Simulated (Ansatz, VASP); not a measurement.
**One calculation of Si, two programs**

```
Si
1.0
     0.00000    2.71681    2.71681
     2.71681    0.00000    2.71681
     2.71681    2.71681    0.00000
Si
2
Direct
  0.75000 0.75000 0.75000
  0.50000 0.50000 0.50000
```

Alike in both runs: functional PBEsol; k mesh 12 × 12 × 12; no spin polarisation.

Ansatz relaxed the structure, and its values are those at the end. VASP's run is a single point on that final structure, the one shown.

|  | VASP | Ansatz |
| --- | --- | --- |
| version | VASP 6.6.1 | Ansatz 0.2.0 |
| potentials or method | VASP PAW PBE potentials, release 64 (Si) | scalar-relativistic, plane waves, PAW |
| plane-wave cutoff (eV) | 520 | 420 |
| occupations | gaussian, width 0.01 eV | fixed |
| valence electrons in the cell | 8 | 8 |

Ansatz gave:

* gap on the k mesh at the Fermi level (eV): 0.46
* least direct gap on the mesh (eV): 2.52
* pressure (GPa): 0.0

**Question.** Which values does VASP return?

**Answer.** gap on the k mesh at the Fermi level (eV): 0.46; least direct gap on the mesh (eV): 2.52; pressure (GPa): 0.1.

Caveats: the PAW data sets were made with another functional, which shifts forces and pressure a little (VASP). A k mesh can miss the band edges.
